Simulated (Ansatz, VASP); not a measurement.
## Two plane-wave programs on Be

INCAR

```
PREC     = Accurate       # precision mode
ENCUT    = 520            # plane-wave cutoff, eV
EDIFF    = 1E-8           # SCF threshold, eV
ISMEAR   = -1             # smearing method
SIGMA    = 0.03           # smearing width, eV
LREAL    = F              # projectors in reciprocal space
LASPH    = T              # aspherical terms in the spheres
NELM     = 60             # most SCF steps
ALGO     = Normal         # electronic algorithm
ISIF     = 2              # what is computed and relaxed
LWAVE    = F              # write WAVECAR
LCHARG   = F              # write CHGCAR
GGA      = PE             # functional
LEFG     = T            
NBANDS   = 7              # bands
```

Contents of KPOINTS:

```
regular mesh
0
Gamma
  23 23 23
```

File POSCAR:

```
Be
1.0
   -1.2404622984      1.2404622984      1.2404622984
    1.2404622984     -1.2404622984      1.2404622984
    1.2404622984      1.2404622984     -1.2404622984
Be
1
Direct
    0.0000000000      0.0000000000      0.0000000000
```

Input for Ansatz:

```yaml
crystal:
  lattice:
    - [-1.2404622984, 1.2404622984, 1.2404622984]
    - [1.2404622984, -1.2404622984, 1.2404622984]
    - [1.2404622984, 1.2404622984, -1.2404622984]
  atoms:
    - { symbol: Be, position: [0.0, 0.0, 0.0] }
kpoints:
  mp_grid: { grid: [23, 23, 23] }
scf:
  occupations: { method: fermi_dirac, width: 0.03 }
hamiltonian:
  xc: pbe
  pseudopotentials: { kind: paw }
output:
  forces: true
  stress: true
  eigenvalues: true
  efg: { contact_densities: true }
```

Change from the starting cell: volume scaled by 0.97, PAW files.

Alike in both runs: task electric field gradients; functional PBE; k mesh 23 × 23 × 23; occupations fermi-dirac, width 0.03 eV; no spin polarisation.

|  | VASP | Ansatz |
| --- | --- | --- |
| version | VASP 6.6.1 | Ansatz 0.2.0 |
| potentials or method | VASP PAW PBE potentials, release 64 (Be) | PAW with Ansatz's default frozen-core files, scalar-relativistic |
| plane-wave cutoff (eV) | 520 | 420 |
| valence electrons in the cell | 2 | 2 |

Ansatz gave:

* pressure (GPa): 3.0
* Vzz of the field gradient on the site that differs most (V/Å²): 0.0

Q: Which values does VASP return?

A: Pressure (GPa): 3.2; Vzz of the field gradient on the site that differs most (V/Å²): 0.0.

The functional is the same, so the differences come from potentials, cutoffs and numerics.
